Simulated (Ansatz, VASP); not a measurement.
# Sn in VASP and in Ansatz

```
CELL_PARAMETERS angstrom
-1.89465 1.89465 1.89465
1.89465 -1.89465 1.89465
1.89465 1.89465 -1.89465
ATOMIC_POSITIONS crystal
Sn 0.00000 0.00000 0.00000
```

This isn't the form of Sn at room conditions, which is tetragonal (white tin).

Alike in both runs: task single point; functional PBEsol; k mesh 8 × 8 × 8; occupations fermi-dirac, width 0.025 eV; no spin polarisation.

|  | VASP | Ansatz |
| --- | --- | --- |
| version | VASP 6.6.1 | Ansatz 0.2.0 |
| potentials or method | VASP PAW PBE potentials, release 64 (Sn_d) | plane waves, PAW |
| plane-wave cutoff (eV) | 520 | 435 |
| valence electrons in the cell | 14 | 14 |

|  | VASP | Ansatz | Ansatz less VASP |
| --- | --- | --- | --- |
| pressure (GPa) | -1.7 | -1.7 | 0.00 |

With one functional, cell and mesh, what is left measures potentials, basis and numerics.

Caveats: the PAW data sets were made with another functional, which shifts forces and pressure a little (VASP).
